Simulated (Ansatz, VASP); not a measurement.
## Au: VASP beside Ansatz

Contents of INCAR:

```
PREC     = Accurate       # precision mode
ENCUT    = 520            # plane-wave cutoff, eV
EDIFF    = 1E-8           # SCF threshold, eV
ISMEAR   = -1             # smearing method
SIGMA    = 0.03           # smearing width, eV
LREAL    = F              # projectors in reciprocal space
LASPH    = T              # aspherical terms in the spheres
NELM     = 60             # most SCF steps
ALGO     = Normal         # electronic algorithm
ISIF     = 2              # what is computed and relaxed
LWAVE    = F              # write WAVECAR
LCHARG   = F              # write CHGCAR
GGA      = PE             # functional
LEFG     = T            
NBANDS   = 18             # bands
```

File KPOINTS:

```
regular mesh
0
Gamma
  14 14 8
```

The input POSCAR:

```
Au
1.0
    2.8999984104      0.0000000000      0.0000000000
   -1.4499992052      2.5114722944      0.0000000000
    0.0000000000      0.0000000000      4.8800000000
Au
2
Direct
    0.3333333333      0.6666666667      0.7500000000
    0.6666666667      0.3333333333      0.2500000000
```

Input for Ansatz:

```yaml
crystal:
  lattice:
    - [2.8999984104, 0.0, 0.0]
    - [-1.4499992052, 2.5114722944, 0.0]
    - [0.0, 0.0, 4.88]
  atoms:
    - { symbol: Au, position: [0.3333333333, 0.6666666667, 0.75] }
    - { symbol: Au, position: [0.6666666667, 0.3333333333, 0.25] }
kpoints:
  mp_grid: { grid: [14, 14, 8] }
  band_path:
    path:
      - [0.0, 0.0, 0.0]
      - [0.5, 0.0, 0.0]
      - [0.3333333333, 0.3333333333, 0.0]
      - [0.0, 0.0, 0.0]
      - [0.0, 0.0, 0.5]
      - [0.5, 0.0, 0.5]
      - [0.3333333333, 0.3333333333, 0.5]
      - [0.0, 0.0, 0.5]
      - [0.5, 0.0, 0.5]
    npoints: 8
scf:
  occupations: { method: fermi_dirac, width: 0.03 }
hamiltonian:
  xc: pbe
  pseudopotentials: { kind: paw }
output:
  forces: true
  stress: true
  eigenvalues: true
  efg: { contact_densities: true }
  populations: true
  bader: true
  dos: { projected: true, de: 0.2, e_range: [-14, 8] }
```

Alike in both runs: task electric field gradients; functional PBE; k mesh 14 × 14 × 8; occupations fermi-dirac, width 0.03 eV; no spin polarisation.

```csv
,VASP,Ansatz
version,VASP 6.6.1,Ansatz 0.2.0
potentials or method,"VASP PAW PBE potentials, release 64 (Au)","PAW with Ansatz's default frozen-core files, scalar-relativistic"
plane-wave cutoff (eV),520,420
valence electrons in the cell,22,38
```

Ansatz gave:

- pressure (GPa): 2.0
- largest component of the traceless stress (GPa): 0.45
- Vzz of the field gradient on the site that differs most (V/Å²): 10.8

Problem. What did VASP give for the same quantities?

Solution. Pressure (GPa): 1.8; largest component of the traceless stress (GPa): 0.45; Vzz of the field gradient on the site that differs most (V/Å²): 21.9.

The two sets of potentials don't hold the same shells in valence. Ansatz warned: «gradients_without_spin_orbit».

The runs have no spin-orbit coupling, so splittings on Au are missing.
